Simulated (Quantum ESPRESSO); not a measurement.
# RbBr (Fm-3m) in Quantum ESPRESSO: notebook

One crystal, RbBr, is run at these levels: PBEsol; tasks: single point, equation of state.

All numbers are computed with Quantum ESPRESSO 7.5; they aren't measurements. Logs are shortened: lines on timing, memory, paths and dates and some standing lists are left out, and cuts for length are marked.

### 1 The crystal as given

It takes space group Fm-3m (No. 225, cubic). Conventional cell: a = 6.854 Å, b = 6.854 Å, c = 6.854 Å, α = 90.00°, β = 90.00°, γ = 90.00°. Around Rb (site symmetry m-3m) lie 6 Br at 3.43 Å. Around Br (site symmetry m-3m) lie 6 Rb at 3.43 Å.

### 2 Single point, PBEsol, 37.83 Å³/atom

Input file pw.in:

```
&CONTROL
  calculation = 'scf'
  prefix = 'pwscf'
  outdir = './tmp'
  pseudo_dir = './pseudo'
  tprnfor = .true.
  tstress = .true.
  disk_io = 'nowf'
/
&SYSTEM
  ibrav = 0
  nat = 2
  ntyp = 2
  ecutwfc = 46
  nbnd = 14
  occupations = 'smearing'
  smearing = 'fd'
  degauss = 0.00367493
/
&ELECTRONS
  conv_thr = 4d-10
  electron_maxstep = 120
  mixing_beta = 0.5
/
ATOMIC_SPECIES
Rb    85.4678 Rb.upf
Br    79.9040 Br.upf
CELL_PARAMETERS angstrom
   0.0000000000    3.3570415946    3.3570415946
   3.3570415946    0.0000000000    3.3570415946
   3.3570415946    3.3570415946    0.0000000000
ATOMIC_POSITIONS crystal
Rb     0.0000000000    0.0000000000    0.0000000000
Br     0.5000000000    0.5000000000    0.5000000000
K_POINTS automatic
7 7 7 0 0 0
```

Potentials or basis: PseudoDojo 0.4.1 SR PBEsol standard.

Run with:

```bash
OMP_NUM_THREADS=1 pw.x -in pw.in > pw.out
```

pw.out:

```text
This program is part of the open-source Quantum ESPRESSO suite
     for quantum simulation of materials; please cite
[... 9 lines left out ...]
     --------------------
     sticks:   dense  smooth     PW     G-vecs:    dense   smooth      PW
     Sum        1027    1027    301                21595    21595    3479

     Using Slab Decomposition

     bravais-lattice index     =            0
     lattice parameter (alat)  =       8.9716  a.u.
     unit-cell volume          =     510.6188 (a.u.)^3
     number of atoms/cell      =            2
     number of atomic types    =            2
     number of electrons       =        16.00
     number of Kohn-Sham states=           14
     kinetic-energy cutoff     =      46.0000  Ry
     charge density cutoff     =     184.0000  Ry
     scf convergence threshold =      4.0E-10
     mixing beta               =       0.5000
     number of iterations used =            8  plain     mixing
     Exchange-correlation= PBESOL
                           (   1   4  10   8   0   0   0)

     celldm(1)=   8.971614  celldm(2)=   0.000000  celldm(3)=   0.000000
     celldm(4)=   0.000000  celldm(5)=   0.000000  celldm(6)=   0.000000

     crystal axes: (cart. coord. in units of alat)
               a(1) = (   0.000000   0.707107   0.707107 )
               a(2) = (   0.707107   0.000000   0.707107 )
               a(3) = (   0.707107   0.707107   0.000000 )

     reciprocal axes: (cart. coord. in units 2 pi/alat)
               b(1) = ( -0.707107  0.707107  0.707107 )
               b(2) = (  0.707107 -0.707107  0.707107 )
               b(3) = (  0.707107  0.707107 -0.707107 )

     PseudoPot. # 1 for Rb read from file:
     Rb.upf
     Pseudo is Norm-conserving + core correction, Zval =  9.0
     Generated using ONCVPSP code by D. R. Hamann
     Using radial grid of 2280 points,  6 beta functions with:
                l(1) =   0
                l(2) =   0
                l(3) =   1
                l(4) =   1
                l(5) =   2
                l(6) =   2

     PseudoPot. # 2 for Br read from file:
     Br.upf
     Pseudo is Norm-conserving + core correction, Zval =  7.0
     Generated using ONCVPSP code by D. R. Hamann
     Using radial grid of 1098 points,  6 beta functions with:
                l(1) =   0
                l(2) =   0
                l(3) =   1
                l(4) =   1
                l(5) =   2
                l(6) =   2

     atomic species   valence    mass     pseudopotential
     Rb                9.00    85.46780     Rb( 1.00)
     Br                7.00    79.90400     Br( 1.00)

     48 Sym. Ops., with inversion, found

   Cartesian axes

     site n.     atom                  positions (alat units)
         1        Rb     tau(   1) = (   0.0000000   0.0000000   0.0000000  )
         2        Br     tau(   2) = (   0.7071068   0.7071068   0.7071068  )

     number of k points=    20  Fermi-Dirac smearing, width (Ry)=  0.0037
                       cart. coord. in units 2pi/alat
        k(    1) = (   0.0000000   0.0000000   0.0000000), wk =   0.0058309
        k(    2) = (   0.1010153   0.1010153  -0.1010153), wk =   0.0466472
        k(    3) = (   0.2020305   0.2020305  -0.2020305), wk =   0.0466472
        k(    4) = (   0.3030458   0.3030458  -0.3030458), wk =   0.0466472
        k(    5) = (   0.2020305  -0.0000000   0.0000000), wk =   0.0349854
        k(    6) = (   0.3030458   0.1010153  -0.1010153), wk =   0.1399417
        k(    7) = (   0.4040610   0.2020305  -0.2020305), wk =   0.1399417
        k(    8) = (  -0.2020305  -0.4040610   0.4040610), wk =   0.1399417
        k(    9) = (  -0.1010153  -0.3030458   0.3030458), wk =   0.1399417
        k(   10) = (  -0.0000000  -0.2020305   0.2020305), wk =   0.0699708
        k(   11) = (   0.4040610  -0.0000000   0.0000000), wk =   0.0349854
        k(   12) = (   0.5050763   0.1010153  -0.1010153), wk =   0.1399417
        k(   13) = (  -0.1010153  -0.5050763   0.5050763), wk =   0.1399417
        k(   14) = (   0.0000000  -0.4040610   0.4040610), wk =   0.0699708
        k(   15) = (   0.6060915  -0.0000000   0.0000000), wk =   0.0349854
        k(   16) = (  -0.0000000  -0.6060915   0.6060915), wk =   0.0699708
        k(   17) = (   0.4040610   0.2020305   0.0000000), wk =   0.1399417
        k(   18) = (  -0.2020305  -0.4040610   0.6060915), wk =   0.2798834
        k(   19) = (  -0.1010153  -0.5050763   0.7071068), wk =   0.1399417
        k(   20) = (  -0.0000000  -0.4040610   0.6060915), wk =   0.1399417

     Dense  grid:    21595 G-vectors     FFT dimensions: (  40,  40,  40)

     Initial potential from superposition of free atoms

     starting charge      15.9760, renormalised to      16.0000
     Starting wfcs are    9 randomized atomic wfcs +    5 random wfcs

     Self-consistent Calculation

     iteration #  1     ecut=    46.00 Ry     beta= 0.50
     Davidson diagonalization with overlap
     ethr =  1.00E-02,  avg # of iterations =  6.7

     Threshold (ethr) on eigenvalues was too large:
     Diagonalizing with lowered threshold

     Davidson diagonalization with overlap
     ethr =  2.83E-04,  avg # of iterations =  3.5

     total energy              =     -85.76577368 Ry
     estimated scf accuracy    <       0.04424654 Ry

     iteration #  2     ecut=    46.00 Ry     beta= 0.50
     Davidson diagonalization with overlap
     ethr =  2.77E-04,  avg # of iterations =  2.0

     total energy              =     -85.77495839 Ry
     estimated scf accuracy    <       0.00221534 Ry

     iteration #  3     ecut=    46.00 Ry     beta= 0.50
     Davidson diagonalization with overlap
     ethr =  1.38E-05,  avg # of iterations =  5.9

     total energy              =     -85.77536584 Ry
     estimated scf accuracy    <       0.00054627 Ry

     iteration #  4     ecut=    46.00 Ry     beta= 0.50
     Davidson diagonalization with overlap
     ethr =  3.41E-06,  avg # of iterations =  3.5

     total energy              =     -85.77542495 Ry
     estimated scf accuracy    <       0.00001286 Ry

     iteration #  5     ecut=    46.00 Ry     beta= 0.50
     Davidson diagonalization with overlap
     ethr =  8.04E-08,  avg # of iterations =  2.2

     total energy              =     -85.77542913 Ry
     estimated scf accuracy    <       0.00000334 Ry

     iteration #  6     ecut=    46.00 Ry     beta= 0.50
     Davidson diagonalization with overlap
     ethr =  2.09E-08,  avg # of iterations =  2.0

     total energy              =     -85.77543025 Ry
     estimated scf accuracy    <       0.00000052 Ry

     iteration #  7     ecut=    46.00 Ry     beta= 0.50
     Davidson diagonalization with overlap
     ethr =  3.25E-09,  avg # of iterations =  2.0

     total energy              =     -85.77543035 Ry
     estimated scf accuracy    <          7.5E-10 Ry

     iteration #  8     ecut=    46.00 Ry     beta= 0.50
     Davidson diagonalization with overlap
     ethr =  4.69E-12,  avg # of iterations =  4.2

     total energy              =     -85.77543035 Ry
     estimated scf accuracy    <          2.6E-09 Ry

     iteration #  9     ecut=    46.00 Ry     beta= 0.50
     Davidson diagonalization with overlap
     ethr =  4.69E-12,  avg # of iterations =  2.0

     End of self-consistent calculation

          k = 0.0000 0.0000 0.0000 (  2733 PWs)   bands (ev):

   -22.6324 -10.6588  -6.7193  -6.7193  -6.7193   1.6059   1.6059   1.6059
     5.9654   8.8138   8.8138   8.8138   9.7562   9.7562

          k = 0.1010 0.1010-0.1010 (  2698 PWs)   bands (ev):

   -22.6299 -10.6701  -6.7209  -6.7209  -6.7068   1.3340   1.5193   1.5193
     6.4911   8.6932   9.0730   9.0730  10.0925  10.0925

          k = 0.2020 0.2020-0.2020 (  2674 PWs)   bands (ev):

   -22.6241 -10.6953  -6.7244  -6.7244  -6.6789   0.8433   1.3369   1.3369
     7.5946   8.7657   9.8111   9.8111  10.9804  10.9804

          k = 0.3030 0.3030-0.3030 (  2695 PWs)   bands (ev):

   -22.6195 -10.7153  -6.7272  -6.7272  -6.6566   0.5205   1.2009   1.2009
     8.3292   9.3040  10.8780  10.8780  11.8635  11.8635

          k = 0.2020-0.0000 0.0000 (  2705 PWs)   bands (ev):

   -22.6291 -10.6690  -6.7369  -6.7369  -6.6889   1.2020   1.5595   1.5595
     6.5824   8.2912   9.3658   9.3658   9.9247  10.4530

          k = 0.3030 0.1010-0.1010 (  2693 PWs)   bands (ev):

   -22.6245 -10.6786  -6.7496  -6.7452  -6.6906   0.9130   1.4068   1.4536
     7.4023   8.1303   9.9796  10.1048  10.4093  11.2042

          k = 0.4041 0.2020-0.2020 (  2698 PWs)   bands (ev):

   -22.6195 -10.6915  -6.7536  -6.7494  -6.6974   0.6890   1.2195   1.2926
     8.1755   8.7842  10.6859  11.1545  11.2968  11.4456

          k =-0.2020-0.4041 0.4041 (  2692 PWs)   bands (ev):

   -22.6180 -10.6981  -6.7774  -6.7365  -6.6814   0.6012   1.1958   1.2050
     8.4965   9.2532  10.8442  11.0225  11.3710  12.4706

          k =-0.1010-0.3030 0.3030 (  2680 PWs)   bands (ev):

   -22.6210 -10.6935  -6.7820  -6.7206  -6.6709   0.7149   1.2270   1.3490
     8.0929   8.7293  10.0008  10.7773  10.8354  11.9609

          k =-0.0000-0.2020 0.2020 (  2697 PWs)   bands (ev):

   -22.6263 -10.6811  -6.7564  -6.7136  -6.6828   1.0194   1.3675   1.5029
     7.1455   8.4962   9.2936   9.8550  10.3470  10.8518

          k = 0.4041-0.0000 0.0000 (  2690 PWs)   bands (ev):

   -22.6217 -10.6560  -6.7769  -6.7769  -6.7493   0.8875   1.4836   1.4836
     7.5241   7.6665  10.3618  10.8449  10.8449  11.5266

          k = 0.5051 0.1010-0.1010 (  2700 PWs)   bands (ev):

   -22.6179 -10.6438  -6.8332  -6.7860  -6.7742   0.9217   1.3389   1.4031
     7.5206   8.5014  10.8750  11.0891  11.4855  11.7826

          k =-0.1010-0.5051 0.5051 (  2692 PWs)   bands (ev):

   -22.6160 -10.6517  -6.8780  -6.7702  -6.7399   0.9104   1.1909   1.2791
     8.0709   9.3949  10.4102  10.7369  11.5341  11.9817

          k = 0.0000-0.4041 0.4041 (  2688 PWs)   bands (ev):

   -22.6174 -10.6740  -6.8542  -6.7411  -6.6944   0.7446   1.2030   1.2808
     8.6066   8.9539  10.1590  10.6585  11.2229  13.0248

          k = 0.6061-0.0000 0.0000 (  2698 PWs)   bands (ev):

   -22.6160 -10.6072  -6.9256  -6.8093  -6.8093   1.0561   1.4467   1.4467
     7.0814   8.6662  10.8015  11.0243  11.6179  12.4728

          k =-0.0000-0.6061 0.6061 (  2694 PWs)   bands (ev):

   -22.6151 -10.6105  -6.9461  -6.8024  -6.7937   1.1298   1.2879   1.3903
     7.3106   9.2362  10.4361  11.0076  11.1615  12.3450

          k = 0.4041 0.2020 0.0000 (  2698 PWs)   bands (ev):

   -22.6203 -10.6726  -6.8006  -6.7515  -6.7076   0.8106   1.2816   1.4081
     8.0296   8.1417  10.5954  10.6639  11.0719  11.6001

          k =-0.2020-0.4041 0.6061 (  2689 PWs)   bands (ev):

   -22.6169 -10.6673  -6.8268  -6.7987  -6.6947   0.7970   1.2026   1.2764
     8.4085   8.9159  10.3389  11.0027  11.5652  12.2395

          k =-0.1010-0.5051 0.7071 (  2682 PWs)   bands (ev):

   -22.6157 -10.6282  -6.9008  -6.8364  -6.7370   1.0439   1.2357   1.3585
     7.6463   9.1559  10.1680  11.0827  11.4666  12.3865

          k =-0.0000-0.4041 0.6061 (  2683 PWs)   bands (ev):

   -22.6152 -10.6386  -6.8973  -6.8443  -6.7003   0.9906   1.2110   1.2597
     8.3147   9.0613  10.1096  10.4438  12.1774  12.4021

     the Fermi energy is     4.3605 ev

!    total energy              =     -85.77543035 Ry
     estimated scf accuracy    <          1.5E-11 Ry
     smearing contrib. (-TS)   =      -0.00000000 Ry
     internal energy E=F+TS    =     -85.77543035 Ry

     The total energy is F=E-TS. E is the sum of the following terms:
     one-electron contribution =     -17.68389591 Ry
     hartree contribution      =      14.10337893 Ry
     xc contribution           =     -24.39610968 Ry
     ewald contribution        =     -57.79880369 Ry

     convergence has been achieved in   9 iterations

     Forces acting on atoms (cartesian axes, Ry/au):

     atom    1 type  1   force =     0.00000000    0.00000000   -0.00000000
     atom    2 type  2   force =     0.00000000    0.00000000    0.00000000

     Total force =     0.000000     Total SCF correction =     0.000000

     Computing stress (Cartesian axis) and pressure

          total   stress  (Ry/bohr**3)                   (kbar)     P=        9.18
   0.00006244   0.00000000   0.00000000            9.18        0.00        0.00
   0.00000000   0.00006244   0.00000000            0.00        9.18        0.00
   0.00000000   0.00000000   0.00006244            0.00        0.00        9.18

=------------------------------------------------------------------------------=
   JOB DONE.
=------------------------------------------------------------------------------=
```

Wall time 9.7 s (1 thread of Intel Xeon Platinum 8488C (Sapphire Rapids), shared host); peak memory 0.06 GiB.

Results:

* Free energy: -1167.0342 eV
* Pressure: 0.9 GPa
* Band gap on the k mesh: 4.36 eV, direct

### 3 Single point, PBEsol, 38.64 Å³/atom

Edit pw.in of step 2 so:

```diff
@@ -28,5 +28,5 @@
 CELL_PARAMETERS angstrom
-   0.0000000000    3.3570415946    3.3570415946
-   3.3570415946    0.0000000000    3.3570415946
-   3.3570415946    3.3570415946    0.0000000000
+   0.0000000000    3.3806835115    3.3806835115
+   3.3806835115    0.0000000000    3.3806835115
+   3.3806835115    3.3806835115    0.0000000000
 ATOMIC_POSITIONS crystal
```

Potentials or basis: PseudoDojo 0.4.1 SR PBEsol standard.

Run with:

```bash
OMP_NUM_THREADS=1 pw.x -in pw.in > pw.out
```

Run time: 9.8 s. Hardware: 1 thread of Intel Xeon Platinum 8488C (Sapphire Rapids), shared host; peak memory 0.06 GiB.

It converged, with:

```
Free energy            : -1167.0416 eV
Pressure               : 0.5 GPa
Band gap on the k mesh : 4.31 eV, direct
```

### 4 Single point, PBEsol, 39.44 Å³/atom

Edit pw.in of step 3 so:

```diff
@@ -28,5 +28,5 @@
 CELL_PARAMETERS angstrom
-   0.0000000000    3.3806835115    3.3806835115
-   3.3806835115    0.0000000000    3.3806835115
-   3.3806835115    3.3806835115    0.0000000000
+   0.0000000000    3.4039993070    3.4039993070
+   3.4039993070    0.0000000000    3.4039993070
+   3.4039993070    3.4039993070    0.0000000000
 ATOMIC_POSITIONS crystal
```

Run with:

```bash
OMP_NUM_THREADS=1 pw.x -in pw.in > pw.out
```

It took 9.8 s on 1 thread of Intel Xeon Platinum 8488C (Sapphire Rapids), shared host; peak memory 0.06 GiB.

Results (log left out):

```yaml
Free_energy: -1167.0455 eV
Pressure: 0.2 GPa
Band_gap_on_the_k_mesh: 4.26 eV, direct
```

### 5 Single point, PBEsol, 40.25 Å³/atom

Edit pw.in of step 4 so:

```diff
@@ -28,5 +28,5 @@
 CELL_PARAMETERS angstrom
-   0.0000000000    3.4039993070    3.4039993070
-   3.4039993070    0.0000000000    3.4039993070
-   3.4039993070    3.4039993070    0.0000000000
+   0.0000000000    3.4270000000    3.4270000000
+   3.4270000000    0.0000000000    3.4270000000
+   3.4270000000    3.4270000000    0.0000000000
 ATOMIC_POSITIONS crystal
```

Run with:

```bash
OMP_NUM_THREADS=1 pw.x -in pw.in > pw.out
```

It took 8.6 s on 1 thread of Intel Xeon Platinum 8488C (Sapphire Rapids), shared host; peak memory 0.06 GiB.

Results (log left out):

| Quantity | Value |
| --- | --- |
| Free energy | -1167.0464 eV |
| Pressure | -0.1 GPa |
| Band gap on the k mesh | 4.21 eV, direct |

Caveat: an odd mesh through Γ misses points on the zone boundary, where band edges often lie.

### 6 Single point, PBEsol, 41.05 Å³/atom

Edit pw.in of step 5 so:

```diff
@@ -28,5 +28,5 @@
 CELL_PARAMETERS angstrom
-   0.0000000000    3.4270000000    3.4270000000
-   3.4270000000    0.0000000000    3.4270000000
-   3.4270000000    3.4270000000    0.0000000000
+   0.0000000000    3.4496960257    3.4496960257
+   3.4496960257    0.0000000000    3.4496960257
+   3.4496960257    3.4496960257    0.0000000000
 ATOMIC_POSITIONS crystal
```

Potentials or basis: PseudoDojo 0.4.1 SR PBEsol standard.

Run with:

```bash
OMP_NUM_THREADS=1 pw.x -in pw.in > pw.out
```

It took 10 s on 1 thread of Intel Xeon Platinum 8488C (Sapphire Rapids), shared host; peak memory 0.06 GiB.

It converged, with:

```
Free energy            : -1167.0445 eV
Pressure               : -0.3 GPa
Band gap on the k mesh : 4.17 eV, direct
```

Caveat: an odd mesh through Γ misses points on the zone boundary, where band edges often lie.

### 7 Single point, PBEsol, 41.86 Å³/atom

Edit pw.in of step 6 so:

```diff
@@ -28,5 +28,5 @@
 CELL_PARAMETERS angstrom
-   0.0000000000    3.4496960257    3.4496960257
-   3.4496960257    0.0000000000    3.4496960257
-   3.4496960257    3.4496960257    0.0000000000
+   0.0000000000    3.4720972769    3.4720972769
+   3.4720972769    0.0000000000    3.4720972769
+   3.4720972769    3.4720972769    0.0000000000
 ATOMIC_POSITIONS crystal
```

Run with:

```bash
OMP_NUM_THREADS=1 pw.x -in pw.in > pw.out
```

Run time: 14 s. Hardware: 1 thread of Intel Xeon Platinum 8488C (Sapphire Rapids), shared host; peak memory 0.07 GiB.

It converged, with:

```
Free energy            : -1167.0402 eV
Pressure               : -0.6 GPa
Band gap on the k mesh : 4.13 eV, direct
```

Caveat: an odd mesh through Γ misses points on the zone boundary, where band edges often lie.

### 8 Single point, PBEsol, 42.66 Å³/atom

Edit pw.in of step 7 so:

```diff
@@ -28,5 +28,5 @@
 CELL_PARAMETERS angstrom
-   0.0000000000    3.4720972769    3.4720972769
-   3.4720972769    0.0000000000    3.4720972769
-   3.4720972769    3.4720972769    0.0000000000
+   0.0000000000    3.4942131424    3.4942131424
+   3.4942131424    0.0000000000    3.4942131424
+   3.4942131424    3.4942131424    0.0000000000
 ATOMIC_POSITIONS crystal
```

Run with:

```bash
OMP_NUM_THREADS=1 pw.x -in pw.in > pw.out
```

Run time: 13 s. Hardware: 1 thread of Intel Xeon Platinum 8488C (Sapphire Rapids), shared host; peak memory 0.07 GiB.

The run converged. Its results:

| Quantity | Value |
| --- | --- |
| Free energy | -1167.0337 eV |
| Pressure | -0.7 GPa |
| Band gap on the k mesh | 4.09 eV, direct |

Caveat: an odd mesh through Γ misses points on the zone boundary, where band edges often lie.

### 9 Equation of state, PBEsol

Potentials or basis: PseudoDojo 0.4.1 SR PBEsol standard.

No new run: the results of the series are fitted here.

What came out:

```
Equilibrium volume                      : 40.08 Å³/atom
Bulk modulus                            : 13.9 GPa
Pressure derivative of the bulk modulus : 5.2
```

Energy against volume, from the lowest point:
```
volume (Å³/atom)  energy (meV/atom)
          37.833               6.10
          38.638               2.38
          39.443               0.42
          40.248               0.00
          41.053               0.95
          41.858               3.11
          42.663               6.33
```
